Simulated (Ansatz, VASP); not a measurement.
F: VASP beside Ansatz

Contents of INCAR:

```
PREC     = Accurate       # precision mode
ENCUT    = 520            # plane-wave cutoff, eV
EDIFF    = 1E-6           # SCF threshold, eV
ISMEAR   = -1             # smearing method
SIGMA    = 0.05           # smearing width, eV
LREAL    = False          # projectors in reciprocal space
LASPH    = True           # aspherical terms in the spheres
NELM     = 80             # most SCF steps
ALGO     = Normal         # electronic algorithm
ISIF     = 2              # what is computed and relaxed
LWAVE    = False          # write WAVECAR
LCHARG   = True           # write CHGCAR
GGA      = PE             # functional
LELF     = True           # ELF
LVHAR    = True         
NBANDS   = 10             # bands
```

Contents of KPOINTS:

```
Automatic mesh
0
Gamma
  17 17 17
```

POSCAR

```
F
1.0
    1.8479010102      0.0000000000      0.0000000000
    0.0000000000      1.8479010102      0.0000000000
    0.0000000000      0.0000000000      1.8479010102
F
1
Direct
    0.0000000000      0.0000000000      0.0000000000
```

Input for Ansatz:

```yaml
crystal:
  lattice:
    - [1.8479010102, 0.0, 0.0]
    - [0.0, 1.8479010102, 0.0]
    - [0.0, 0.0, 1.8479010102]
  atoms:
    - { symbol: F, position: [0.0, 0.0, 0.0] }
kpoints:
  mp_grid: { grid: [17, 17, 17] }
scf:
  occupations: { method: fermi_dirac, width: 0.05 }
hamiltonian:
  xc: pbe
  pseudopotentials: { kind: all_electron, lapw: { basis_error: 0.001 } }
output:
  forces: true
  stress: true
  eigenvalues: true
  populations: true
```

Change from the starting cell: volume scaled by 0.6, LAPW.

Alike in both runs: task single point; functional PBE; k mesh 17 × 17 × 17; occupations fermi-dirac, width 0.05 eV; no spin polarisation.

|  | VASP | Ansatz |
| --- | --- | --- |
| version | VASP 6.6.1 | Ansatz 0.2.0 |
| potentials or method | VASP PAW PBE potentials, release 64 (F) | all-electron LAPW, scalar-relativistic |
| plane-wave cutoff (eV) | 520 | see its input |

```tsv
	VASP	Ansatz	Ansatz less VASP
pressure (GPa)	118.3	118.8	+0.56
```

Ansatz ran all-electron here, so the differences hold the error of VASP's frozen core and of both bases.

Caveats: the cell as given lies far from equilibrium; so large a pressure means that the cell lies far from this level's equilibrium, or that cutoff or potentials fall short (VASP); an odd number of electrons without spin polarisation forces a metal; a magnetic or distorted state may lie lower.
